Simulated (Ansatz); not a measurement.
**Indium, simple cubic under LDA: structure, energy and stiffness, part 1 of 2**

The plan for indium in the simple cubic structure: relax it, solve it on a dense k-mesh, switch on spin-orbit coupling, then scale the cell to 7 volumes from 88 to 112 % of the relaxed one and try a fit of the equation of state. The k-meshes are 10×10×10 for the relaxation; 17×17×17 for the dense run; 11×11×11 for spin-orbit coupling; 12×12×12 for the volumes.

This is In in the simple cubic structure; at room conditions it is tetragonal.

Method: DFT LDA (PW92), plane waves (420 eV) with PAW, scalar-relativistic; the PAW data stem from PBE, with regenerated cores, in Ansatz 0.2.0.

## (1) The system as given

Symmetry: Pm-3m, No. 221, cubic system. Conventional cell: a = 3.045 Å, b = 3.045 Å, c = 3.045 Å, α = 90.00°, β = 90.00°, γ = 90.00°. Around In (site symmetry m-3m) lie 6 In at 3.05 Å.

As a file:

```xyz
1
Lattice="3.0451 0.0000 0.0000 0.0000 3.0451 0.0000 0.0000 0.0000 3.0451" Properties=species:S:1:pos:R:3 pbc="T T T"
In    0.0000    0.0000    0.0000
```

## (2) Relaxing cell and atoms

File input.yaml:

```yaml
crystal:
  lattice:
    - [3.0450626401, 0.0, 0.0]
    - [0.0, 3.0450626401, 0.0]
    - [0.0, 0.0, 3.0450626401]
  atoms:
    - { symbol: In, position: [0.0, 0.0, 0.0] }
hamiltonian:
  xc: lda
  pseudopotentials:
    kind: paw
    azcp:
      In: "pseudopotentials/In.paw.azcp"
basis:
  ecutwfc: 420
  fft_grid_basis: typed
kpoints:
  mp_grid: { grid: [10, 10, 10], shift: [0, 0, 0] }
magnetization:
  spin_polarized: false
scf:
  occupations: { method: fermi_dirac, width: 0.1 }
relax:
  max_steps: 60
  f_tol: 0.01
  cell: {}
output:
  write_density: true
  write_potential: true
  elf: true
  volumetric_format: npy
```

Log, shortened:

```text
Warning: <dir> the record states the generating functional pbe (its physics header spells it `PBE`), which answers neither for hamiltonian.xc's functional nor for the lda family's — results may be inconsistent (PPs are generated against a specific XC)
Warning: RAYON_NUM_THREADS=2 ignored (pool sized by the plan → 2); use --threads N
[...]
Pseudopotentials: kind: paw
Pseudopotential: In, paw, valence charge 13, recommended cutoff 420 eV (normal), <dir>
Functional definition: SPW92
[...]
Crystal: 1 atoms, lattice volume = 28.235 Å³
Basis set: ecut = 420 eV, 515 PW (Γ)
Bands: 11, of which v1, the nominal top of the filled ones, is band 7 counted from 1 (6 counted from 0)
Symmetry: 48 space group operations
Space group: Pm-3m (ITA 221), of the structure as read, at distance tolerance 3.0e-5 Å
k-points: 56 of 1000
[...]
SCF iter   1: F=—  HF=-5457.087368 eV  |F-HF|=—  |Δ(HF+E_count)|=         —  Δρ=6.79e-3  dr2=7.10e-3  ethr=1.77e-3  ⟨swp⟩=5.1  Hψ=3693  notcnv=0
[...]
relax step   1: F+E_penalty+E_count = -5457.08360305 eV  Δ(F+E_penalty+E_count) = +0.000e0 eV  max|allowed force component| = 0.000e0 eV/Å  Δτ_max = 0.0000 Å  P = -2.742 GPa  Ω = 28.235 Å³  (6 SCF iters, dr2 threshold 1.00e-7 eV, accepted)
[...]
relax step   3: F+E_penalty+E_count = -5457.10197992 eV  Δ(F+E_penalty+E_count) = -2.462e-5 eV  max|allowed force component| = 0.000e0 eV/Å  Δτ_max = 0.0000 Å  P = +0.011 GPa  Ω = 26.238 Å³  energy of the carried Pulay correction = +2.370e-4 eV  (4 SCF iters, dr2 threshold 2.24e-8 eV, accepted)
[...]
relax step   4: F+E_penalty+E_count = -5457.10174887 eV  Δ(F+E_penalty+E_count) = +2.311e-4 eV  max|allowed force component| = 0.000e0 eV/Å  Δτ_max = 0.0000 Å  P = +0.009 GPa  Ω = 26.238 Å³  stress off target by 8.82e-3 GPa  SCF on the basis re-selected at this cell (its energy is not [...]
SCF converged after 5 iterations
Free energy (F): -5457.101749 eV
[...]
E sigma→0 (E₀):  -5457.093253 eV
Entropy (-TS):   -0.016993 eV (-16.993 meV/atom)
Fermi energy:    9.657990 eV
[...]
--- Forces (eV/Å), atoms counted from 1 ---
  atom   1  In     0.00000000    -0.00000000     0.00000000
[...]
--- Stress (GPa, compression-positive) ---
        0.008820      -0.000000      -0.000000
       -0.000000       0.008820       0.000000
       -0.000000       0.000000       0.008820
  P = ⅓ Tr σ = 0.0088 GPa (0.088 kbar)
--- Band table (eV; the first three rows and the last of 56) ---
  k-point 0: bands = ["-5.3804", "-5.3804", "-4.4922", "-4.4922", "-4.4922", "0.0821", "17.2883", "17.2883", "17.2883", "20.7804", "20.7804"]
[...]
--- Relaxed structure (3 steps of the walk, 3 accepted, 1 SCFs on fresh bases) ---
  F+E_penalty+E_count = -5457.10174887 eV   max|allowed force component| = 0.000e0 eV/Å   (the final SCF, on the basis selected at the relaxed cell)
  cell:  # Å, volume = 26.2376 Å³
    - [2.971494602498817, -2.728400754548584e-34, -2.5679065925163143e-34]
    - [-2.728400754548584e-34, 2.971494602498817, 0.0]
    - [-2.5679065925163143e-34, 0.0, 2.971494602498817]
  atoms:
    - { symbol: In, position: [0.0, 0.0, 0.0] }
```

It took 2.5 s on 2 threads of an Arm CPU, shared host; peak memory 0.29 GiB.

Step by step:

```
step  energy change (meV/atom)  largest force (eV/Å)  pressure (GPa)  volume (Å³/atom)
   1                      0.00                0.0000           -2.74            28.235
   2                    -18.35                0.0000           -0.09            26.302
   3                    -18.38                0.0000            0.01            26.238
   4                    -18.15                0.0000            0.01            26.238
```

Steps that repeat a cell are solved on a basis chosen anew, so their changes of energy are no gain of the relaxation.

The cell of the run, before and after:

|  | before | after | change |
| --- | --- | --- | --- |
| a (Å) | 3.045 | 2.971 | -2.4 % |
| b (Å) | 3.045 | 2.971 | -2.4 % |
| c (Å) | 3.045 | 2.971 | -2.4 % |
| volume (Å³/atom) | 28.235 | 26.238 | -7.1 % |
| shortest distance (Å) | 3.045 | 2.971 | -2.4 % |
| space group (spins left aside) | Pm-3m | Pm-3m | same |

## (3) Dense single point

File input.yaml:

```yaml
crystal:
  lattice:
    - [2.9714946025, 0.0, 0.0]
    - [0.0, 2.9714946025, 0.0]
    - [0.0, 0.0, 2.9714946025]
  atoms:
    - { symbol: In, position: [0.0, 0.0, 0.0] }
hamiltonian:
  xc: lda
  pseudopotentials:
    kind: paw
    azcp:
      In: "pseudopotentials/In.paw.azcp"
basis:
  ecutwfc: 420
  fft_grid_basis: typed
kpoints:
  mp_grid: { grid: [17, 17, 17], shift: [0, 0, 0] }
magnetization:
  spin_polarized: false
scf:
  occupations: { method: fermi_dirac, width: 0.1 }
```

Log, shortened:

```text
Warning: <dir> the record states the generating functional pbe (its physics header spells it `PBE`), which answers neither for hamiltonian.xc's functional nor for the lda family's — results may be inconsistent (PPs are generated against a specific XC)
Warning: RAYON_NUM_THREADS=2 ignored (pool sized by the plan → 2); use --threads N
[...]
[... 3 set-up lines as earlier in the session ...]
[...]
Crystal: 1 atoms, lattice volume = 26.238 Å³
Basis set: ecut = 420 eV, 485 PW (Γ)
Bands: 11, of which v1, the nominal top of the filled ones, is band 7 counted from 1 (6 counted from 0)
[... 2 set-up lines as earlier in the session ...]
k-points: 165 of 4913
[...]
SCF iter   1: F=—  HF=-5457.099507 eV  |F-HF|=—  |Δ(HF+E_count)|=         —  Δρ=6.98e-3  dr2=6.84e-3  ethr=1.77e-3  ⟨swp⟩=5.0  Hψ=10717  notcnv=0
[...]
SCF iter   6: F=-5457.095978 eV  HF=-5457.095978 eV  |F-HF|=2.26e-8  |Δ(HF+E_count)|=   9.37e-8  Δρ=1.06e-5  dr2=2.19e-8  ethr=7.69e-10  ⟨swp⟩=2.0  Hψ=3541  notcnv=0
[...]
SCF converged after 6 iterations
Free energy (F): -5457.095978 eV
[...]
E sigma→0 (E₀):  -5457.087810 eV
Entropy (-TS):   -0.016338 eV (-16.338 meV/atom)
Fermi energy:    9.640979 eV
[...]
```

Run time: 0.9 s. Hardware: 2 threads of an Arm CPU, shared host; peak memory 0.3 GiB.

## (4) Spin-orbit coupling switched on

input.yaml: that of step 3 with these lines changed.

```diff
@@ -10,3 +10,3 @@
   pseudopotentials:
-    kind: paw
+    kind: paw_fr
     azcp:
@@ -17,5 +17,6 @@
 kpoints:
-  mp_grid: { grid: [17, 17, 17], shift: [0, 0, 0] }
+  mp_grid: { grid: [11, 11, 11], shift: [0, 0, 0] }
 magnetization:
-  spin_polarized: false
+  noncollinear: true
+  spin_orbit: true
 scf:
```

Log, shortened:

```text
Warning: <dir> the record states the generating functional pbe (its physics header spells it `PBE`), which answers neither for hamiltonian.xc's functional nor for the lda family's — results may be inconsistent (PPs are generated against a specific XC)
Warning: RAYON_NUM_THREADS=2 ignored (pool sized by the plan → 2); use --threads N
[...]
Pseudopotentials: kind: paw_fr
Pseudopotential: In, paw_fr, valence charge 13, recommended cutoff 420 eV (normal), <dir>
[... 1 set-up line as earlier in the session ...]
[...]
non-collinear run that drives no moment, with spin-orbit: no starting moment large enough to seed its density (crystal.atoms[].spin), no starting occupations that ask for one, no magnetisation constraint and no magnetic field, so the semilocal B_xc is pinned to zero
Crystal: 1 atoms, lattice volume = 26.238 Å³
Basis set: ecut = 420 eV, 485 PW (Γ)
Bands: 22, of which v1, the nominal top of the filled ones, is band 13 counted from 1 (12 counted from 0)
Symmetry: 48 space group operations + 48 with time reversal
Magnetic group: BNS 221.93 (UNI 1595), of the structure as read, at distance tolerance 3.0e-5 Å
k-points: 56 of 1331
Projection manifold: j_resolved (fully-relativistic pseudo-atomic orbitals)
[...]
SCF iter   1: F=—  HF=-5458.989555 eV  |F-HF|=—  |Δ(HF+E_count)|=         —  Δρ=1.94e-2  dr2=1.09e-1  dr2_m=0.00e0 (ungated)  ethr=3.10e-3  |M|=0.00e0 ∫|m|=0.00e0 μB  |m|>n=0.0e0 m-floor=0.0e0 τ_xc=0.0e0  β_m=0.30  ⟨swp⟩=8.4  Hψ=3925  notcnv=0  defer=14
[...]
SCF iter   7: F=-5458.938803 eV  HF=-5458.938803 eV  |F-HF|=1.26e-9  |Δ(HF+E_count)|=   1.65e-7  Δρ=2.31e-6  dr2=1.33e-9  dr2_m=0.00e0 (ungated)  ethr=7.69e-10  |M|=0.00e0 ∫|m|=0.00e0 μB  |m|>n=0.0e0 m-floor=0.0e0 τ_xc=0.0e0  ⟨swp⟩=2.9  Hψ=1322  notcnv=0
[...]
SCF converged after 7 iterations
Magnetization: |M| = 0.0000 μB,  M = (+0.0000, +0.0000, +0.0000) μB
Absolute magnetization: 0.0000 μB (∫|m|)
  site 0: m = (+0.0000, +0.0000, +0.0000) μB, |m| = 0.0000 μB  (R = 1.23 Å)
Free energy (F): -5458.938803 eV
[...]
E sigma→0 (E₀):  -5458.929439 eV
Entropy (-TS):   -0.018727 eV (-18.727 meV/atom)
Fermi energy:    9.622610 eV
[...]
```

Wall time 1.7 s (2 threads of an Arm CPU, shared host); peak memory 0.34 GiB.

With and without spin-orbit coupling:

```
                          scalar-relativistic      with spin-orbit coupling
         k-mesh                      17×17×17                      11×11×11
gap on the mesh  none (levels filled in part)  none (levels filled in part)
```

The meshes differ, so small differences between the columns need not come from spin-orbit coupling.

## (5) At 88 % of the relaxed volume

File input.yaml:

```yaml
crystal:
  lattice:
    - [2.8475356487, 0.0, 0.0]
    - [0.0, 2.8475356487, 0.0]
    - [0.0, 0.0, 2.8475356487]
  atoms:
    - { symbol: In, position: [0.0, 0.0, 0.0] }
hamiltonian:
  xc: lda
  pseudopotentials:
    kind: paw
    azcp:
      In: "pseudopotentials/In.paw.azcp"
basis:
  ecutwfc: 420
  fft_grid_basis: typed
kpoints:
  mp_grid: { grid: [12, 12, 12], shift: [0, 0, 0] }
magnetization:
  spin_polarized: false
scf:
  occupations: { method: fermi_dirac, width: 0.1 }
  lower_state_search: "off"
output:
  stress: true
```

Log, shortened:

```text
Warning: <dir> the record states the generating functional pbe (its physics header spells it `PBE`), which answers neither for hamiltonian.xc's functional nor for the lda family's — results may be inconsistent (PPs are generated against a specific XC)
Warning: RAYON_NUM_THREADS=2 ignored (pool sized by the plan → 2); use --threads N
[...]
[... 3 set-up lines as earlier in the session ...]
[...]
Crystal: 1 atoms, lattice volume = 23.089 Å³
Basis set: ecut = 420 eV, 461 PW (Γ)
Bands: 11, of which v1, the nominal top of the filled ones, is band 7 counted from 1 (6 counted from 0)
[... 1 set-up line as earlier in the session ...]
Space group: Pm-3m (ITA 221), of the structure as read, at distance tolerance 2.8e-5 Å
k-points: 84 of 1728
[...]
SCF iter   1: F=—  HF=-5457.028126 eV  |F-HF|=—  |Δ(HF+E_count)|=         —  Δρ=7.33e-3  dr2=6.67e-3  ethr=1.77e-3  ⟨swp⟩=5.1  Hψ=5499  notcnv=0
[...]
SCF iter   6: F=-5457.024541 eV  HF=-5457.024541 eV  |F-HF|=8.42e-9  |Δ(HF+E_count)|=   3.73e-7  Δρ=7.32e-6  dr2=8.05e-9  ethr=7.69e-10  ⟨swp⟩=4.9  Hψ=3000  notcnv=0
[...]
SCF converged after 6 iterations
Free energy (F): -5457.024541 eV
[...]
E sigma→0 (E₀):  -5457.017615 eV
Entropy (-TS):   -0.013853 eV (-13.853 meV/atom)
Fermi energy:    11.479065 eV
[...]
--- Stress (GPa, compression-positive) ---
        8.154979       0.000000      -0.000000
       -0.000000       8.154979      -0.000000
        0.000000       0.000000       8.154979
  P = ⅓ Tr σ = 8.1550 GPa (81.550 kbar)
```

It took 0.61 s on 2 threads of an Arm CPU, shared host; peak memory 0.27 GiB.

## (6) At 92 % of the relaxed volume

input.yaml: that of step 5 with these lines changed.

```diff
@@ -2,5 +2,5 @@
   lattice:
-    - [2.8475356487, 0.0, 0.0]
-    - [0.0, 2.8475356487, 0.0]
-    - [0.0, 0.0, 2.8475356487]
+    - [2.8900424476, 0.0, 0.0]
+    - [0.0, 2.8900424476, 0.0]
+    - [0.0, 0.0, 2.8900424476]
   atoms:
```

Log, shortened:

```text
Warning: <dir> the record states the generating functional pbe (its physics header spells it `PBE`), which answers neither for hamiltonian.xc's functional nor for the lda family's — results may be inconsistent (PPs are generated against a specific XC)
Warning: RAYON_NUM_THREADS=2 ignored (pool sized by the plan → 2); use --threads N
[...]
[... 3 set-up lines as earlier in the session ...]
[...]
Crystal: 1 atoms, lattice volume = 24.139 Å³
Basis set: ecut = 420 eV, 461 PW (Γ)
Bands: 11, of which v1, the nominal top of the filled ones, is band 7 counted from 1 (6 counted from 0)
[... 1 set-up line as earlier in the session ...]
Space group: Pm-3m (ITA 221), of the structure as read, at distance tolerance 2.9e-5 Å
k-points: 84 of 1728
[...]
SCF iter   1: F=—  HF=-5457.069879 eV  |F-HF|=—  |Δ(HF+E_count)|=         —  Δρ=7.27e-3  dr2=6.77e-3  ethr=1.77e-3  ⟨swp⟩=5.0  Hψ=5479  notcnv=0
[...]
SCF iter   6: F=-5457.066379 eV  HF=-5457.066379 eV  |F-HF|=7.85e-9  |Δ(HF+E_count)|=   3.85e-7  Δρ=6.65e-6  dr2=7.65e-9  ethr=7.69e-10  ⟨swp⟩=3.8  Hψ=3384  notcnv=0
[...]
SCF converged after 6 iterations
Free energy (F): -5457.066379 eV
[...]
E sigma→0 (E₀):  -5457.059389 eV
Entropy (-TS):   -0.013979 eV (-13.979 meV/atom)
Fermi energy:    10.800763 eV
[...]
--- Stress (GPa, compression-positive) ---
        4.755846       0.000000       0.000000
        0.000000       4.755846       0.000000
        0.000000       0.000000       4.755846
  P = ⅓ Tr σ = 4.7558 GPa (47.558 kbar)
```

Run time: 0.65 s. Hardware: 2 threads of an Arm CPU, shared host; peak memory 0.27 GiB.

## (7) At 96 % of the relaxed volume

input.yaml: that of step 6 with these lines changed.

```diff
@@ -2,5 +2,5 @@
   lattice:
-    - [2.8900424476, 0.0, 0.0]
-    - [0.0, 2.8900424476, 0.0]
-    - [0.0, 0.0, 2.8900424476]
+    - [2.931334347, 0.0, 0.0]
+    - [0.0, 2.931334347, 0.0]
+    - [0.0, 0.0, 2.931334347]
   atoms:
```

Log, shortened:

```text
Warning: <dir> the record states the generating functional pbe (its physics header spells it `PBE`), which answers neither for hamiltonian.xc's functional nor for the lda family's — results may be inconsistent (PPs are generated against a specific XC)
Warning: RAYON_NUM_THREADS=2 ignored (pool sized by the plan → 2); use --threads N
[...]
[... 3 set-up lines as earlier in the session ...]
[...]
Crystal: 1 atoms, lattice volume = 25.188 Å³
Basis set: ecut = 420 eV, 461 PW (Γ)
Bands: 11, of which v1, the nominal top of the filled ones, is band 7 counted from 1 (6 counted from 0)
[... 2 set-up lines as earlier in the session ...]
k-points: 84 of 1728
[...]
SCF iter   1: F=—  HF=-5457.091836 eV  |F-HF|=—  |Δ(HF+E_count)|=         —  Δρ=7.13e-3  dr2=6.77e-3  ethr=1.77e-3  ⟨swp⟩=5.1  Hψ=5489  notcnv=0
[...]
SCF iter   6: F=-5457.088360 eV  HF=-5457.088360 eV  |F-HF|=4.16e-10  |Δ(HF+E_count)|=   5.55e-8  Δρ=1.42e-6  dr2=4.35e-10  ethr=7.69e-10  ⟨swp⟩=4.0  Hψ=2811  notcnv=0
[...]
SCF converged after 6 iterations
Free energy (F): -5457.088360 eV
[...]
E sigma→0 (E₀):  -5457.081328 eV
Entropy (-TS):   -0.014063 eV (-14.063 meV/atom)
Fermi energy:    10.186044 eV
[...]
--- Stress (GPa, compression-positive) ---
        2.057023       0.000000       0.000000
        0.000000       2.057023      -0.000000
        0.000000       0.000000       2.057023
  P = ⅓ Tr σ = 2.0570 GPa (20.570 kbar)
```

It took 0.62 s on 2 threads of an Arm CPU, shared host; peak memory 0.27 GiB.

## (8) At 100 % of the relaxed volume

input.yaml: that of step 7 with these lines changed.

```diff
@@ -2,5 +2,5 @@
   lattice:
-    - [2.931334347, 0.0, 0.0]
-    - [0.0, 2.931334347, 0.0]
-    - [0.0, 0.0, 2.931334347]
+    - [2.9714946025, 0.0, 0.0]
+    - [0.0, 2.9714946025, 0.0]
+    - [0.0, 0.0, 2.9714946025]
   atoms:
@@ -25 +25,5 @@
   stress: true
+  write_density: true
+  write_potential: true
+  elf: true
+  volumetric_format: npy
```

Log, shortened:

```text
Warning: <dir> the record states the generating functional pbe (its physics header spells it `PBE`), which answers neither for hamiltonian.xc's functional nor for the lda family's — results may be inconsistent (PPs are generated against a specific XC)
Warning: RAYON_NUM_THREADS=2 ignored (pool sized by the plan → 2); use --threads N
[...]
[... 3 set-up lines as earlier in the session ...]
[...]
Crystal: 1 atoms, lattice volume = 26.238 Å³
Basis set: ecut = 420 eV, 485 PW (Γ)
Bands: 11, of which v1, the nominal top of the filled ones, is band 7 counted from 1 (6 counted from 0)
[... 2 set-up lines as earlier in the session ...]
k-points: 84 of 1728
[...]
SCF iter   1: F=—  HF=-5457.098119 eV  |F-HF|=—  |Δ(HF+E_count)|=         —  Δρ=6.92e-3  dr2=6.72e-3  ethr=1.77e-3  ⟨swp⟩=5.1  Hψ=5494  notcnv=0
[...]
SCF iter   6: F=-5457.094584 eV  HF=-5457.094584 eV  |F-HF|=1.47e-9  |Δ(HF+E_count)|=   6.97e-9  Δρ=2.58e-6  dr2=1.56e-9  ethr=1.41e-10  ⟨swp⟩=6.4  Hψ=5846  notcnv=0
[...]
SCF converged after 6 iterations
Free energy (F): -5457.094584 eV
[...]
E sigma→0 (E₀):  -5457.087303 eV
Entropy (-TS):   -0.014562 eV (-14.562 meV/atom)
Fermi energy:    9.624672 eV
[...]
--- Stress (GPa, compression-positive) ---
       -0.068487       0.000000       0.000000
        0.000000      -0.068487       0.000000
        0.000000       0.000000      -0.068487
  P = ⅓ Tr σ = -0.0685 GPa (-0.685 kbar)
--- Band table (eV; the first three rows and the last of 84) ---
  k-point 0: bands = ["-5.3875", "-5.3875", "-4.4992", "-4.4992", "-4.4992", "0.0790", "17.2856", "17.2856", "17.2856", "20.7781", "20.7781"]
[...]
```

Run time: 0.88 s. Hardware: 2 threads of an Arm CPU, shared host; peak memory 0.28 GiB.

Density in a lattice plane of the grid's cell (edges 2.97 and 2.97 Å, at 0.000 of the third edge), which holds In.

Ten even steps from ' ' (0.08 e/Å³) to '@' (12.92 e/Å³):
```
%%%%**++--::..                      ..::--++**%%
****++==::....                      ....::==++**
====--::....                          ....::--==
::::::....                              ....::::
......                                      ....
                                                
                                                
                                                
                                                
                                                
                                                
                                                
                                                
                                                
......                                      ....
::::::....                              ....::::
====--::....                          ....::--==
****++==::....                      ....::==++**
%%%%**++--::..                      ..::--++**%%
@@@@##++--::..                      ..::--++##@@
```
Columns run along the first of these edges and rows up along the second, over one cell in 24 and 20 even steps from the bottom left corner. Atoms in the plane (fractional): In at (0.00, 0.00).

ELF in the same plane.

Ten even steps from ' ' (0.00) to '@' (0.35):
```
        ::==##%%####%%@@@@@@%%####%%##==::      
      ..--**##%%####%%@@@@@@%%####%%##**--..    
....::--++##%%%%##%%%%@@@@@@%%%%##%%%%##++--::..
--==++**##%%%%####%%%%@@@@@@%%%%####%%%%##**++==
**######%%%%######%%%%@@@@@@%%%%######%%%%######
##%%%%%%########%%%%%%%%%%%%%%%%%%########%%%%%%
##############%%%%%%##########%%%%%%############
####%%%%%%%%%%%%%%##**********##%%%%%%%%%%%%%%##
@@@@@@@@@@@@%%%%##****++++++****##%%%%@@@@@@@@@@
@@@@@@@@@@@@@@%%##**++++++++++**##%%@@@@@@@@@@@@
@@@@@@@@@@@@%%%%##****++++++****##%%%%@@@@@@@@@@
####%%%%%%%%%%%%%%##**********##%%%%%%%%%%%%%%##
##############%%%%%%##########%%%%%%############
##%%%%%%########%%%%%%%%%%%%%%%%%%########%%%%%%
**######%%%%######%%%%@@@@@@%%%%######%%%%######
--==++**##%%%%####%%%%@@@@@@%%%%####%%%%##**++==
....::--++##%%%%##%%%%@@@@@@%%%%##%%%%##++--::..
      ..--**##%%####%%@@@@@@%%####%%##**--..    
        ::==##%%####%%@@@@@@%%####%%##==::      
        ::==**######%%@@@@@@%%######**==::      
```
Columns run along the first of these edges and rows up along the second, over one cell in 24 and 20 even steps from the bottom left corner. Atoms in the plane (fractional): In at (0.00, 0.00).

Both are smooth fields of the valence electrons: close to the nuclei they are not physical.

(Continued in part 2 of 2.)
